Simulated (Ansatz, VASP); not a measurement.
This is a calculation of Te2Mo for VASP 6.6.1.

File INCAR:

```
ALGO = Normal
EDIFF = 1E-7
ENCUT = 520
GGA = PE
ISIF = 2
ISMEAR = -1
LASPH = T
LCHARG = F
LREAL = F
LWAVE = F
NBANDS = 35
NELM = 80
PREC = Accurate
SIGMA = 0.05
```

File KPOINTS:

```
k-points
0
Gamma
  9 9 2
```

File POSCAR:

```
Te2Mo
1.0
    3.5839711781      0.0000000000      0.0000000000
   -1.7919855890      3.1038100866      0.0000000000
    0.0000000000      0.0000000000     24.9755801847
Te Mo
4 2
Direct
    0.3333333333      0.6666666667      0.2236394800
    0.6666666667      0.3333333333      0.9206288600
    0.6666666667      0.3333333333      0.7763605200
    0.3333333333      0.6666666667      0.0793711400
    0.6666666667      0.3333333333      0.1515414900
    0.3333333333      0.6666666667      0.8484585100
```

Potentials or basis: VASP PAW PBE potentials, release 64 (Te, Mo_sv).

Command:

```sh
$ cat potpaw_PBE.64/Te/POTCAR potpaw_PBE.64/Mo_sv/POTCAR > POTCAR
$ mpirun -np 1 vasp_std > vasp.out
```

Set up the same calculation for Ansatz 0.2.0. Potentials there: Ansatz PAW.

As run (the cutoff follows the program's own potentials):

input.yaml

```yaml
crystal:
  lattice:
    - [3.5839711781, 0.0, 0.0]
    - [-1.791985589, 3.1038100866, 0.0]
    - [0.0, 0.0, 24.9755801847]
  atoms:
    - { symbol: Te, position: [0.3333333333, 0.6666666667, 0.22363948] }
    - { symbol: Te, position: [0.6666666667, 0.3333333333, 0.92062886] }
    - { symbol: Te, position: [0.6666666667, 0.3333333333, 0.77636052] }
    - { symbol: Te, position: [0.3333333333, 0.6666666667, 0.07937114] }
    - { symbol: Mo, position: [0.6666666667, 0.3333333333, 0.15154149] }
    - { symbol: Mo, position: [0.3333333333, 0.6666666667, 0.84845851] }
hamiltonian:
  xc: pbe
  pseudopotentials: { kind: paw }
kpoints:
  mp_grid: { grid: [9, 9, 2] }
scf:
  occupations: { method: fermi_dirac, width: 0.05 }
output:
  forces: true
  stress: true
  eigenvalues: true
```

Potentials or basis: Ansatz PAW.

Command:

```bash
$ ansatz run input.yaml --threads 2 --pin off --max-ram 5120MiB --backend cpu --events-out ev --progress --plain --runs-dir out
```

Both were run:

|  | VASP | Ansatz | Ansatz less VASP |
| --- | --- | --- | --- |
| gap on the k mesh at the Fermi level (eV) | 1.00 | 1.00 | +0.001 |
| least direct gap on the mesh (eV) | 1.00 | 1.00 | +0.001 |
| rms of the force components (eV/Å) | 0.018 | 0.024 | +0.0061 |

Atom by atom the forces differ by 0.006 eV/Å (rms over components). The functional is the same, so the differences come from potentials, cutoffs and numerics. The two sets of potentials don't hold the same shells in valence.

Caveats: spin-orbit coupling is left out, which moves the levels of the heavy elements; odd divisions of the mesh miss points on the zone boundary, where band edges often lie, so the gap on the mesh can be too wide (Ansatz).
